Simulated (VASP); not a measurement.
A run of VASP 6.6.1:

File INCAR:

```
PREC     = Accurate       # precision mode
ENCUT    = 600            # plane-wave cutoff, eV
EDIFF    = 1E-7           # SCF threshold, eV
ISMEAR   = 0              # smearing method
SIGMA    = 0.03           # smearing width, eV
LREAL    = False          # projectors in reciprocal space
LASPH    = True           # aspherical terms in the spheres
NELM     = 80             # most SCF steps
ALGO     = Normal         # electronic algorithm
ISIF     = 2              # what is computed and relaxed
LWAVE    = False          # write WAVECAR
LCHARG   = False          # write CHGCAR
METAGGA  = R2SCAN         # meta-GGA
LMIXTAU  = True         
IBRION   = 2              # ionic algorithm
NSW      = 40             # ionic steps
EDIFFG   = -0.01          # ionic threshold
```

Contents of KPOINTS:

```
regular mesh
0
Gamma
  8 8 8
```

The input POSCAR:

```
CdTe                                    
1.0
    0.0000000000      3.3447445728      3.3447445728
    3.3447445728      0.0000000000      3.3447445728
    3.3447445728      3.3447445728      0.0000000000
  Cd              Te            
     1     1
Direct
     0.0000000000000000    0.0000000000000000    0.0000000000000000
     0.2500000000000000    0.2500000000000000    0.2500000000000000
```

Potentials or basis: VASP PAW PBE potentials, release 64 (Cd, Te).

Command:

```sh
$ cat potpaw_PBE.64/Cd/POTCAR potpaw_PBE.64/Te/POTCAR > POTCAR
$ mpirun -np 1 vasp_std > vasp.out
```

Hardware: 1 thread of AMD EPYC 9R14 (Zen 4), with other jobs on the host.

Q: Estimate the wall time of this run.

A: Wall time 3 min on 1 thread of AMD EPYC 9R14 (Zen 4) (shared host), peak memory 0.24 GiB. Counts: scf iterations 24, k points 29, ion steps 1.
